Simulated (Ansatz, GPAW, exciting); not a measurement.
## ZnSe: 3 runs at one level of theory

```xyz
2
Lattice="0.0000 2.8338 2.8338 2.8338 0.0000 2.8338 2.8338 2.8338 0.0000" Properties=species:S:1:pos:R:3 pbc="T T T"
Se    1.4169    1.4169    1.4169
Zn    0.0000    0.0000    0.0000
```

Alike in all runs: task single point; functional LDA; k mesh 8 × 8 × 8; occupations gaussian, width 0.1 eV; no spin polarisation; no spin-orbit coupling. LDA stands for any of its common fits. Pressure is positive in compression and, in plane waves, holds the error of the finite cutoff, which Ansatz's Pulay term estimates and takes out.

| program and potentials | plane-wave cutoff (eV) | notes | band gap (eV) | pressure (GPa) |
| --- | --- | --- | --- | --- |
| Ansatz, Ansatz PAW | 420 | potentials made for PBE, which Ansatz adapts in part; 14 valence electrons an atom on average; Pulay term of +0.04 GPa included | 1.03 | -3.40 |
| GPAW, the program's PAW data sets (release 1.2.1) made for this functional | 600 | 9 valence electrons an atom on average | 1.04 | -3.63 |
| exciting, all-electron LAPW+lo, shipped species files, valence relativity iora* | - | - | 1.03 | - |

The band gap spans 1.03 (exciting, all-electron LAPW+lo, shipped species files, valence relativity iora*) to 1.04 eV (GPAW, the program's PAW data sets (release 1.2.1) made for this functional), with all-electron results at 1.03. The pressure spans -3.63 (GPAW, the program's PAW data sets (release 1.2.1) made for this functional) to -3.40 GPa (Ansatz, Ansatz PAW). Spin-orbit coupling, left out here, moves the band edges of heavy atoms.

The functional is the same throughout but for its coding, so the spread measures potentials, basis and numerics; runs on potential files found faulty are left out.
